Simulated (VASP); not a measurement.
# BN (R3m) in VASP: notebook, part 2 of 2

VASP 6.6.1. Earlier steps stand in the parts before.

## 3. Band structure, r2SCANh

Input file POSCAR:

```
BN
1.0
    1.2511217832      0.7223354983      3.3729344033
   -1.2511217832      0.7223354983      3.3729344033
    0.0000000000     -1.4446709966      3.3729344033
N B
1 1
Direct
    0.6672382000      0.6672382000      0.6672382000
    0.0003288000      0.0003288000      0.0003288000
```

Input file INCAR.step1:

```
SYSTEM = BN
  PREC = Accurate
  ENCUT = 520
  EDIFF = 1E-5
  ISMEAR = -1
  SIGMA = 0.05
  LREAL = .False.
  LASPH = .True.
  NELM = 80
  ALGO = Normal
  ISIF = 2
  LWAVE = .True.
  LCHARG = .False.
  GGA = PE
```

Input file INCAR.step2:

```
SYSTEM = BN
  PREC = Accurate
  ENCUT = 520
  EDIFF = 1E-6
  ISMEAR = -1
  SIGMA = 0.05
  LREAL = .False.
  LASPH = .True.
  NELM = 80
  ALGO = Normal
  ISIF = 2
  LWAVE = .False.
  LCHARG = .False.
  METAGGA = R2SCAN
  LHFCALC = .True.
  AEXX = 0.1
  LMIXTAU = .True.
  PRECFOCK = Fast
  HFRCUT = -1
  ISTART = 1
```

Input file KPOINTS:

```
regular mesh
0
Gamma
  6 6 6
  0 0 0
```

Input file KPOINTS_OPT:

```
path GLB1,BZGX,QFP1Z,LP
12
line-mode
reciprocal
 0.0000000000  0.0000000000  0.0000000000  G
 0.5000000000  0.0000000000  0.0000000000  L

 0.5000000000  0.0000000000  0.0000000000  L
 0.5000000000  0.1972419765 -0.1972419765  B1

 0.8027580235  0.5000000000  0.1972419765  B
 0.5000000000  0.5000000000  0.5000000000  Z

 0.5000000000  0.5000000000  0.5000000000  Z
 0.0000000000  0.0000000000  0.0000000000  G

 0.0000000000  0.0000000000  0.0000000000  G
 0.3486209883  0.0000000000 -0.3486209883  X

 0.6513790117  0.3486209883  0.0000000000  Q
 0.5000000000  0.5000000000  0.0000000000  F

 0.5000000000  0.5000000000  0.0000000000  F
 0.6513790117  0.6513790117  0.1972419765  P1

 0.6513790117  0.6513790117  0.1972419765  P1
 0.5000000000  0.5000000000  0.5000000000  Z

 0.5000000000  0.0000000000  0.0000000000  L
 0.8027580235  0.3486209883  0.3486209883  P
```

Potentials or basis: VASP PAW PBE potentials, release 64 (N, B).

Command:

```
> cat potpaw_PBE.64/N/POTCAR potpaw_PBE.64/B/POTCAR > POTCAR
> cp INCAR.step1 INCAR
> mpirun -np 1 vasp_std > vasp.out
> cp INCAR.step2 INCAR
> mpirun -np 1 vasp_std > vasp.out
```

OUTCAR:

```text
SYSTEM = BN
   PREC = Accurate
   ENCUT = 520
   EDIFF = 1E-6
   ISMEAR = -1
   LREAL = .False.
   LASPH = .True.
   NELM = 80
   ISIF = 2
   METAGGA = R2SCAN
   LHFCALC = .True.
   AEXX = 0.1
   PRECFOCK = Fast
   ISTART = 1

 ion  position               nearest neighbor table
   1  0.667  0.667  0.667-   2 1.44   2 1.44   2 1.44
   2  0.000  0.000  0.000-   1 1.44   1 1.44   1 1.44

  LATTYP: Found a trigonal (rhomboedric) cell.
 ALAT       =     3.6692997666
 COS(alpha) =     0.7674786797

  Lattice vectors:

 A1 = (   1.2511217832,   0.7223354983,   3.3729344033)
 A2 = (  -1.2511217832,   0.7223354983,   3.3729344033)
 A3 = (   0.0000000000,  -1.4446709966,   3.3729344033)

Analysis of symmetry for initial positions (statically):
=====================================================================
 Subroutine PRICEL returns:
 Original cell was already a primitive cell.

 Routine SETGRP: Setting up the symmetry group for a
 trigonal (rhombohedral) supercell.

 Subroutine GETGRP returns: Found  6 space group operations
 (whereof  6 operations were pure point group operations)
 out of a pool of 12 trial point group operations.

The static configuration has the point symmetry C_3v.

Analysis of symmetry for dynamics (positions and initial velocities):
=====================================================================
 Subroutine PRICEL returns:
 Original cell was already a primitive cell.

 Routine SETGRP: Setting up the symmetry group for a
 trigonal (rhombohedral) supercell.

 Subroutine GETGRP returns: Found  6 space group operations
 (whereof  6 operations were pure point group operations)
 out of a pool of 12 trial point group operations.

The dynamic configuration has the point symmetry C_3v.

 Subroutine INISYM returns: Found  6 space group operations
 (whereof  6 operations are pure point group operations),
 and found     1 'primitive' translations
[... 123 lines left out ...]
   ENCUT4O =  -1.0   cutoff for four orbital integrals eV
   NKREDX  =     1    reduce k-point grid by
   NKREDY  =     1    reduce k-point grid by
   NKREDZ  =     1    reduce k-point grid by
   AEXX    =    0.1000 exact exchange contribution
   HFSCREEN=    0.0000 screening length (either q_TF or 0.3 A-1)
   HFSCREENC=   0.0000 screening length for correlation (either q_TF or 0.3 A-1)
   ENCUTFOCK=  -1.0 apply spherical cutoff to Coloumb kernel
   IVDW    =     0    specifies the selected vdW correction
   LEPSILON=     F    determine dielectric tensor
   LRPA    =     F    only Hartree local field effects (RPA)
 non-spin polarized calculation
  energy-cutoff  :      520.00
  volume of cell :       18.29
 maximum number of plane-waves:       517
  NGX = 16; NGY = 16; NGZ = 16

 number of electron       8.0000000 magnetization

 Free energy of the ion-electron system (eV)
  ---------------------------------------------------
  ext. energy  EPLUGINS =         0.00000000
  ---------------------------------------------------
  free energy    TOTEN  =       -20.61507562 eV

  energy without entropy =      -20.61507562  energy(sigma->0) =      -20.61507562

 E-fermi :   2.5845     XC(G=0):  -9.7003

 val. band max:        1.4294244508   @ k =  -0.3333   0.3333   0.0000
 cond. band min:       6.9974837923   @ k =   0.5000   0.5000  -0.0000
 fundamental gap:      5.5680593414
 Fermi energy:         2.5845017677

 k-point     1 :       0.0000    0.0000    0.0000
  band No.  band energies     occupation
      1     -17.9278      2.00000
      2      -3.0037      2.00000
      3       0.0324      2.00000
      4       0.0324      2.00000
      5       7.6551      0.00000
      6      14.7675      0.00000
      7      14.7675      0.00000
      8      16.8895      0.00000
[... 243 lines left out ...]
 k-point    24 :      -0.3333    0.5000    0.1667
  band No.  band energies     occupation
      1     -14.5549      2.00000
      2      -7.1946      2.00000
      3      -4.2803      2.00000
      4      -0.1661      2.00000
      5       8.2122      0.00000
      6      15.1603      0.00000
      7      16.9321      0.00000
      8      19.5590      0.00000

 [... further k-points ...]

------------------------ aborting loop because EDIFF is reached ----------------------------------------

  FORCE on cell =-STRESS in cart. coord.  units (eV):
  Direction    XX          YY          ZZ          XY          YZ          ZX
  --------------------------------------------------------------------------------------
  -------------------------------------------------------------------------------------
  Total       -0.2304063     -0.2304063      0.0176246      0.0000000      0.0000000      0.0000000
  in kB      -20.1839982    -20.1839982      1.5439434      0.0000000      0.0000000      0.0000000
  external PRESSURE =     -12.9413510 kB  Pullay stress =       0.0000000 kB

 VOLUME and BASIS-vectors are now :
 -----------------------------------------------------------------------------
  energy-cutoff  :      520.00
  volume of cell :       18.29
      direct lattice vectors                 reciprocal lattice vectors
     1.251121783  0.722335498  3.372934403     0.399641351  0.230733042  0.098825916
    -1.251121783  0.722335498  3.372934403    -0.399641351  0.230733042  0.098825916
     0.000000000 -1.444670997  3.372934403     0.000000000 -0.461466083  0.098825916

 POSITION                                       TOTAL-FORCE (eV/Angst)
 -----------------------------------------------------------------------------------
      0.00000      0.00000      6.75165         0.000000      0.000000     -0.008808
      0.00000      0.00000      0.00333         0.000000     -0.000000      0.008808
 -----------------------------------------------------------------------------------
    total drift:                               -0.000000     -0.000000     -0.000261

  FREE ENERGIE OF THE ION-ELECTRON SYSTEM (eV)
  ---------------------------------------------------
  free  energy   TOTEN  =       -20.6150756221 eV

  energy  without entropy=      -20.6150756221  energy(sigma->0) =      -20.61507562
```

OUTCAR.step1:

```text
SYSTEM = BN
   PREC = Accurate
   ENCUT = 520
   EDIFF = 1E-5
   ISMEAR = -1
   LREAL = .False.
[... 487 lines left out ...]
      0.00000      0.00000      6.75165         0.000000     -0.000000     -0.003000
      0.00000      0.00000      0.00333         0.000000      0.000000      0.003000
 -----------------------------------------------------------------------------------
    total drift:                               -0.000000      0.000000      0.000063

  FREE ENERGIE OF THE ION-ELECTRON SYSTEM (eV)
  ---------------------------------------------------
  free  energy   TOTEN  =       -17.5805773358 eV

  energy  without entropy=      -17.5805773358  energy(sigma->0) =      -17.58057734
```

OSZICAR.step1:

```text
N       E                     dE             d eps       ncg     rms          rms(c)
DAV:   1     0.152183179750E+02    0.15218E+02   -0.46329E+03   520   0.918E+02
DAV:   2    -0.189206429044E+02   -0.34139E+02   -0.32129E+02   680   0.170E+02
DAV:   3    -0.193761760938E+02   -0.45553E+00   -0.45553E+00   640   0.264E+01
DAV:   4    -0.193773846748E+02   -0.12086E-02   -0.12086E-02   848   0.114E+00
DAV:   5    -0.193773847994E+02   -0.12462E-06   -0.12461E-06   600   0.992E-03    0.798E+00
DAV:   6    -0.177776952591E+02    0.15997E+01   -0.64430E+00   680   0.176E+01    0.370E+00
DAV:   7    -0.176188164121E+02    0.15888E+00   -0.22046E-01   664   0.405E+00    0.219E+00
DAV:   8    -0.175795361303E+02    0.39280E-01   -0.13970E-01   664   0.281E+00    0.268E-01
DAV:   9    -0.175801844468E+02   -0.64832E-03   -0.12715E-03   552   0.398E-01    0.120E-01
DAV:  10    -0.175805520861E+02   -0.36764E-03   -0.44677E-04   672   0.202E-01    0.287E-02
DAV:  11    -0.175805769170E+02   -0.24831E-04   -0.30723E-05   600   0.513E-02    0.633E-03
DAV:  12    -0.175805773358E+02   -0.41877E-06   -0.13721E-06   440   0.947E-03
   1 F= -.17580577E+02 E0= -.17580577E+02  d E =-.230084E-10
```

Wall time 9.6 min (1 thread of Intel Xeon Platinum 8488C (Sapphire Rapids), shared host); peak memory 0.17 GiB.

Results:

- Free energy: -20.6151 eV
- Pressure: -1.3 GPa
- Largest force: 0.009 eV/Å
- Band gap on the k mesh: 5.57 eV, indirect (least direct gap 6.17 eV)
- Band gap along the path: 5.51 eV, indirect (least direct gap 6.17 eV)

Forces in eV/Å, atoms in the order of the input:
```
N    0.000  0.000 -0.009
B    0.000  0.000  0.009
```

Levels at the corners of the path, in eV from the valence-band top:
| point | band 1 | band 2 | band 3 | band 4 | band 5 | band 6 | band 7 | band 8 |
| --- | --- | --- | --- | --- | --- | --- | --- | --- |
| Γ | -19.42 | -4.49 | -1.46 | -1.46 | 6.17 | 13.28 | 13.28 | 15.40 |
| L | -16.04 | -9.67 | -4.44 | -0.68 | 6.67 | 11.41 | 14.49 | 16.51 |
| L | -16.04 | -9.67 | -4.44 | -0.68 | 6.67 | 11.41 | 14.49 | 16.51 |
| B1 | -15.47 | -8.55 | -7.49 | -0.43 | 6.20 | 13.80 | 15.77 | 17.84 |
| B | -15.47 | -8.55 | -7.49 | -0.43 | 6.20 | 13.80 | 15.77 | 17.84 |
| Z | -19.15 | -6.57 | -1.47 | -1.47 | 11.66 | 13.20 | 13.20 | 13.93 |
| Z | -19.15 | -6.57 | -1.47 | -1.47 | 11.66 | 13.20 | 13.20 | 13.93 |
| Γ | -19.42 | -4.49 | -1.46 | -1.46 | 6.17 | 13.28 | 13.28 | 15.40 |
| Γ | -19.42 | -4.49 | -1.46 | -1.46 | 6.17 | 13.28 | 13.28 | 15.40 |
| X | -15.41 | -8.51 | -7.70 | -0.17 | 6.04 | 13.74 | 15.46 | 18.26 |
| Q | -15.41 | -8.51 | -7.70 | -0.17 | 6.04 | 13.74 | 15.46 | 18.26 |
| F | -15.97 | -9.54 | -4.50 | -1.29 | 5.51 | 11.40 | 15.86 | 19.37 |
| F | -15.97 | -9.54 | -4.50 | -1.29 | 5.51 | 11.40 | 15.86 | 19.37 |
| P1 | -16.09 | -9.38 | -4.44 | -1.61 | 6.30 | 11.46 | 15.87 | 18.42 |
| P1 | -16.09 | -9.38 | -4.44 | -1.61 | 6.30 | 11.46 | 15.87 | 18.42 |
| Z | -19.15 | -6.57 | -1.47 | -1.47 | 11.66 | 13.20 | 13.20 | 13.93 |
| L | -16.04 | -9.67 | -4.44 | -0.68 | 6.67 | 11.41 | 14.49 | 16.51 |
| P | -16.09 | -9.38 | -4.44 | -1.61 | 6.30 | 11.46 | 15.87 | 18.42 |

Caveat: the k mesh is coarse (spacing up to 0.49 Å⁻¹), so the values aren't converged, least of all with exact exchange; the PAW data sets were made with another functional, which shifts forces and pressure a little.

## 4. For comparison

An earlier run on the cell as given: functional PBEsol; potentials or basis VASP PAW PBE potentials, release 64 (N, B); cutoff 520 eV; k mesh 12 × 12 × 12; occupations fermi-dirac, width 0.05 eV; no spin polarisation.

* Pressure: 1.0 GPa
* Band gap on the k mesh: 4.18 eV, indirect (least direct gap 4.63 eV)

## 5. Overview

```csv
task,level,potentials or basis,k mesh,cutoff (eV),smearing,cutoff of the response function,frequency points,empty bands,GW scheme,GW iterations,mesh quality,gap on the mesh (eV),pressure (GPa)
G0W0 quasiparticle levels,PBE,"VASP PAW PBE potentials, release 64 (N_GW, B_GW)",6 × 6 × 6,450,gaussian 0.01 eV,100,48,41,G0W0,1,coarse,-,-
band structure,r2SCANh,"VASP PAW PBE potentials, release 64 (N, B)",6 × 6 × 6,520,fermi-dirac 0.05 eV,-,-,-,-,-,coarse,5.57,-1.3
single point,PBEsol,"VASP PAW PBE potentials, release 64 (N, B)",12 × 12 × 12,520,fermi-dirac 0.05 eV,-,-,-,-,-,not flagged,4.18,1.0
```

Alike in all rows: no spin polarisation; cell as given.

Caveats: some runs use coarse meshes; the PAW data sets were made with another functional, which shifts forces and pressure a little (some runs); the cutoff is under 1.25 times the usual one of these potentials, so pressure, stress and relaxed cells hold a basis-set (Pulay) error (some runs); bands, screening cutoff and mesh are small and nothing is extrapolated, so the quasiparticle values aren't converged (some runs).

Absolute energies hang on the potentials; compare differences alone.
